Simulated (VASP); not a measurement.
# Ru (P6/mmm) in VASP: notebook, part 2 of 2

VASP 6.6.1. The steps go on from the part before.

## 4. Single point, PBE

Input file INCAR:

```
ALGO = Normal ; EDIFF = 1E-7
ENCUT = 520 ; GGA = PE
ISIF = 2 ; ISMEAR = 0
LASPH = T ; LCHARG = F
LREAL = F ; LWAVE = F
NBANDS = 66 ; NELM = 100
PREC = Accurate ; SIGMA = 0.1
```

Input file KPOINTS:

```
k-points
0
Gamma
  4 4 4
```

Input file POSCAR:

```
Ru
1.0
    4.7895706585      0.0000000000      0.0000000000
    0.0000000000      4.7895706585      0.0000000000
    0.0000000000      0.0000000000      4.7895706585
Ru
8
Direct
    0.5000000000      0.5000000000      0.5000000000
    0.0000000000      0.0000000000      0.0000000000
    0.2500000000      0.0000000000      0.5000000000
    0.5000000000      0.2500000000      0.0000000000
    0.5000000000      0.7500000000      0.0000000000
    0.7500000000      0.0000000000      0.5000000000
    0.0000000000      0.5000000000      0.7500000000
    0.0000000000      0.5000000000      0.2500000000
```

Potentials or basis: VASP PAW PBE potentials, release 64 (Ru_pv).

Run with:

```console
$ cat potpaw_PBE.64/Ru_pv/POTCAR > POTCAR
$ mpirun -np 1 vasp_std > vasp.out
```

OUTCAR:

```text
EDIFF = 1E-7
   ENCUT = 520
   GGA = PE
   ISIF = 2
   ISMEAR = 0
   LASPH = T
   LREAL = F
   NELM = 100
   PREC = Accurate

 ion  position               nearest neighbor table
   1  0.500  0.500  0.500-   3 2.68   4 2.68   5 2.68   6 2.68   7 2.68   8 2.68   4 2.68   5 2.68
                             3 2.68   6 2.68   7 2.68   8 2.68
   2  0.000  0.000  0.000-   3 2.68   4 2.68   5 2.68   6 2.68   7 2.68   8 2.68   3 2.68   6 2.68
                             7 2.68   8 2.68   4 2.68   5 2.68
   3  0.250  0.000  0.500-   6 2.39   6 2.39   1 2.68   2 2.68   1 2.68   2 2.68   8 2.93   5 2.93
                             4 2.93   5 2.93   4 2.93   7 2.93   8 2.93   7 2.93
   4  0.500  0.250  0.000-   5 2.39   5 2.39   1 2.68   1 2.68   2 2.68   2 2.68   8 2.93   3 2.93
[... 899 lines left out ...]
  external PRESSURE =      96.3460584 kB  Pullay stress =       0.0000000 kB

 VOLUME and BASIS-vectors are now :
 -----------------------------------------------------------------------------
  energy-cutoff  :      520.00
  volume of cell :      109.87
      direct lattice vectors                 reciprocal lattice vectors
     4.789570658  0.000000000  0.000000000     0.208786981  0.000000000  0.000000000
     0.000000000  4.789570658  0.000000000     0.000000000  0.208786981  0.000000000
     0.000000000  0.000000000  4.789570658     0.000000000  0.000000000  0.208786981

 POSITION                                       TOTAL-FORCE (eV/Angst)
 -----------------------------------------------------------------------------------
      2.39479      2.39479      2.39479         0.000000     -0.000000      0.000000
      0.00000      0.00000      0.00000         0.000000     -0.000000      0.000000
      1.19739      0.00000      2.39479        -0.000000      0.000000     -0.000000
      2.39479      1.19739      0.00000         0.000000     -0.000000     -0.000000
      2.39479      3.59218      0.00000        -0.000000     -0.000000      0.000000
      3.59218      0.00000      2.39479         0.000000     -0.000000      0.000000
      0.00000      2.39479      3.59218         0.000000     -0.000000      0.000000
      0.00000      2.39479      1.19739        -0.000000     -0.000000      0.000000
 -----------------------------------------------------------------------------------
    total drift:                                0.000000      0.000000     -0.000000

  FREE ENERGIE OF THE ION-ELECTRON SYSTEM (eV)
  ---------------------------------------------------
  free  energy   TOTEN  =       -70.8774274485 eV

  energy  without entropy=      -70.8224011921  energy(sigma->0) =      -70.84991432
```

OSZICAR:

```text
N       E                     dE             d eps       ncg     rms          rms(c)
DAV:   1     0.148549034056E+04    0.14855E+04   -0.67312E+04  1352   0.189E+03
DAV:   2    -0.123375826589E+02   -0.14978E+04   -0.14569E+04  1392   0.599E+02
DAV:   3    -0.736644234283E+02   -0.61327E+02   -0.57382E+02  1688   0.118E+02
DAV:   4    -0.756121495917E+02   -0.19477E+01   -0.19097E+01  1510   0.167E+01
DAV:   5    -0.756690175911E+02   -0.56868E-01   -0.56724E-01  1604   0.266E+00    0.372E+01
DAV:   6    -0.714426427332E+02    0.42264E+01   -0.14724E+01  1442   0.211E+01    0.126E+01
DAV:   7    -0.734116794600E+02   -0.19690E+01   -0.12655E+01  1546   0.224E+01    0.147E+01
DAV:   8    -0.708841238605E+02    0.25276E+01   -0.64203E+00  1530   0.156E+01    0.226E+00
DAV:   9    -0.708855777045E+02   -0.14538E-02   -0.34939E-01  1592   0.294E+00    0.140E+00
DAV:  10    -0.708785231291E+02    0.70546E-02   -0.38122E-02  1512   0.162E+00    0.424E-01
DAV:  11    -0.708774075799E+02    0.11155E-02   -0.27073E-03  1546   0.444E-01    0.837E-02
DAV:  12    -0.708774254004E+02   -0.17821E-04   -0.20875E-04  1848   0.824E-02    0.259E-02
DAV:  13    -0.708774269142E+02   -0.15138E-05   -0.17261E-05  1572   0.311E-02    0.371E-03
DAV:  14    -0.708774273734E+02   -0.45915E-06   -0.61468E-07  1388   0.542E-03    0.205E-03
DAV:  15    -0.708774275073E+02   -0.13394E-06   -0.11619E-07   760   0.295E-03    0.752E-04
DAV:  16    -0.708774274485E+02    0.58782E-07   -0.22801E-08   696   0.126E-03
   1 F= -.70877427E+02 E0= -.70849914E+02  d E =-.550263E-01
```

Run time: 39 s. Hardware: 1 thread of Intel Xeon 6975P-C (Granite Rapids), shared host; peak memory 0.21 GiB.

What came out:

| Quantity | Value |
| --- | --- |
| Free energy | -70.8774 eV |
| Pressure | 9.6 GPa |
| Band gap on the k mesh | none (metal or under the smearing width) |

Levels at points of the mesh, in eV from the Fermi level:
| k point | band 52 | band 53 | band 54 | band 55 | band 56 | band 57 | band 58 | band 59 | band 60 | band 61 |
| --- | --- | --- | --- | --- | --- | --- | --- | --- | --- | --- |
| (0.00, 0.00, 0.00) | -0.73 | -0.62 | -0.62 | -0.62 | -0.21 | -0.21 | 0.36 | 0.36 | 1.06 | 1.06 |
| (0.50, 0.00, 0.00) | -1.33 | -1.00 | -1.00 | -0.24 | -0.24 | 0.45 | 0.45 | 0.58 | 0.58 | 0.71 |
| (0.50, 0.50, 0.00) | -0.64 | -0.30 | -0.15 | -0.15 | 0.07 | 0.07 | 0.09 | 0.62 | 0.62 | 0.91 |
| (0.50, 0.50, 0.50) | -0.96 | -0.96 | -0.96 | 0.69 | 0.69 | 0.69 | 0.69 | 0.69 | 0.69 | 0.96 |

## 5. Overview

| task | cell | k mesh | cutoff (eV) | gap on the mesh (eV) | pressure (GPa) |
| --- | --- | --- | --- | --- | --- |
| single point | P6/mmm, 15.03 Å³/atom | 24 × 24 × 22 | 520 | none | 0.0 |
| relaxation of cell and atoms | relaxed | 24 × 24 × 22 | 600 | none | 0.0 |
| single point | Pm-3n, 13.73 Å³/atom | 4 × 4 × 4 | 520 | none | 9.6 |

Alike in all rows: level PBE; potentials or basis VASP PAW PBE potentials, release 64 (Ru_pv); no spin polarisation; smearing gaussian 0.1 eV.

Total energies depend on the potentials used, so only differences within one code and one set of settings carry meaning.
